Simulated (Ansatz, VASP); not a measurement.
Given: the input of a run of VASP 6.6.1 on Ag (Silver). 

INCAR

```
SYSTEM = Ag
PREC     = Accurate       ! precision mode
ENCUT    = 600            ! plane-wave cutoff, eV
EDIFF    = 1E-7           ! SCF threshold, eV
ISMEAR   = -1             ! smearing method
SIGMA    = 0.05           ! smearing width, eV
LREAL    = .False.        ! projectors in reciprocal space
LASPH    = .True.         ! aspherical terms in the spheres
NELM     = 100            ! most SCF steps
ALGO     = Normal         ! electronic algorithm
ISIF     = 3              ! what is computed and relaxed
LWAVE    = .False.        ! write WAVECAR
LCHARG   = .False.        ! write CHGCAR
GGA      = CA             ! functional
IBRION   = 2              ! ionic algorithm
NSW      = 40             ! ionic steps
EDIFFG   = -0.01          ! ionic threshold
```

KPOINTS

```
Automatic mesh
0
Gamma
  11 11 11
  0 0 0
```

File POSCAR:

```
Ag
1.0
    0.0000000000      2.0427500000      2.0427500000
    2.0427500000      0.0000000000      2.0427500000
    2.0427500000      2.0427500000      0.0000000000
Ag
1
Direct
    0.0000000000      0.0000000000      0.0000000000
```

Potentials or basis: VASP PAW LDA potentials, release 64 (Ag).

Launch:

```console
$ cat potpaw_LDA.64/Ag/POTCAR > POTCAR
$ mpirun -np 1 vasp_std > vasp.out
```

Q: Set up the same calculation for Ansatz 0.2.0. Potentials or basis there: all-electron LAPW, scalar-relativistic.

A: As run (cutoffs and basis follow the program's own potentials, and thresholds, step limits or extra output files can differ):

File input.yaml:

```yaml
crystal:
  lattice:
    - [0.0, 2.04275, 2.04275]
    - [2.04275, 0.0, 2.04275]
    - [2.04275, 2.04275, 0.0]
  atoms:
    - { symbol: Ag, position: [0.0, 0.0, 0.0] }
kpoints:
  mp_grid: { grid: [11, 11, 11] }
scf:
  occupations: { method: fermi_dirac, width: 0.05 }
hamiltonian:
  xc: lda
  pseudopotentials: { kind: all_electron, lapw: { basis_error: 0.001 } }
output:
  forces: true
  stress: true
relax:
  f_tol: 0.01
  max_steps: 60
  cell: {}
```

Potentials or basis: all-electron LAPW, scalar-relativistic.

The run is started by

```sh
$ ansatz run input.yaml --threads 1 --pin off --max-ram 3072MiB --backend cpu --events-out ev --progress --plain --runs-dir out
```

Both were run:

|  | VASP | Ansatz |
| --- | --- | --- |
| Relaxed volume | 16.00 Å³/atom | 15.97 Å³/atom |
| Relaxed cell | a = 2.828 Å, b = 2.828 Å, c = 2.828 Å, α = 60.00°, β = 60.00°, γ = 60.00° | a = 2.827 Å, b = 2.827 Å, c = 2.827 Å, α = 60.00°, β = 60.00°, γ = 60.00° |
| Space group after relaxing | Fm-3m (No. 225) | Fm-3m (No. 225) |
| Pressure after relaxing | -0.1 GPa | 0.0 GPa |

Where Ansatz's input types no cutoff or centring, it takes its own default and a Γ-centred mesh.

The two programs' LDA may be different fits to the electron gas.

Pressure is positive in compression.
